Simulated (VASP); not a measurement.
Here is a VASP 6.6.1 calculation.

Contents of POSCAR:

```
CdO
1.0
    0.0000000000      2.3476500000      2.3476500000
    2.3476500000      0.0000000000      2.3476500000
    2.3476500000      2.3476500000      0.0000000000
Cd O
1 1
Direct
    0.0000000000      0.0000000000      0.0000000000
    0.5000000000      0.5000000000      0.5000000000
```

File INCAR.step1:

```
PREC = Accurate
ENCUT = 520
EDIFF = 1E-5
ISMEAR = 0
SIGMA = 0.02
LREAL = False
LASPH = True
NELM = 80
ALGO = Normal
ISIF = 2
LWAVE = True
LCHARG = False
NBANDS = 16
GGA = PE
```

INCAR.step2

```
PREC = Accurate
ENCUT = 520
EDIFF = 1E-6
ISMEAR = 0
SIGMA = 0.02
LREAL = False
LASPH = True
NELM = 80
ALGO = Normal
ISIF = 2
LWAVE = False
LCHARG = False
METAGGA = MBJ
NBANDS = 16
ISTART = 1
```

Contents of KPOINTS:

```
regular mesh
0
Gamma
  8 8 8
```

File KPOINTS_OPT:

```
path GXWKGLUWLK,UX
10
line-mode
reciprocal
 0.0000000000  0.0000000000  0.0000000000  G
 0.5000000000  0.0000000000  0.5000000000  X

 0.5000000000  0.0000000000  0.5000000000  X
 0.5000000000  0.2500000000  0.7500000000  W

 0.5000000000  0.2500000000  0.7500000000  W
 0.3750000000  0.3750000000  0.7500000000  K

 0.3750000000  0.3750000000  0.7500000000  K
 0.0000000000  0.0000000000  0.0000000000  G

 0.0000000000  0.0000000000  0.0000000000  G
 0.5000000000  0.5000000000  0.5000000000  L

 0.5000000000  0.5000000000  0.5000000000  L
 0.6250000000  0.2500000000  0.6250000000  U

 0.6250000000  0.2500000000  0.6250000000  U
 0.5000000000  0.2500000000  0.7500000000  W

 0.5000000000  0.2500000000  0.7500000000  W
 0.5000000000  0.5000000000  0.5000000000  L

 0.5000000000  0.5000000000  0.5000000000  L
 0.3750000000  0.3750000000  0.7500000000  K

 0.6250000000  0.2500000000  0.6250000000  U
 0.5000000000  0.0000000000  0.5000000000  X
```

Potentials or basis: VASP PAW PBE potentials, release 64 (Cd, O).

Launch:

```bash
$ cat potpaw_PBE.64/Cd/POTCAR potpaw_PBE.64/O/POTCAR > POTCAR
$ cp INCAR.step1 INCAR
$ mpirun -np 1 vasp_std > vasp.out
$ cp INCAR.step2 INCAR
$ mpirun -np 1 vasp_std > vasp.out
```

(1) What does it give for the band gap along the path?

(2) Predict the band gap on the k mesh.

Answers

(1) 1.43 eV, indirect (least direct gap 2.70 eV).

(2) 1.43 eV, indirect (least direct gap 2.70 eV).
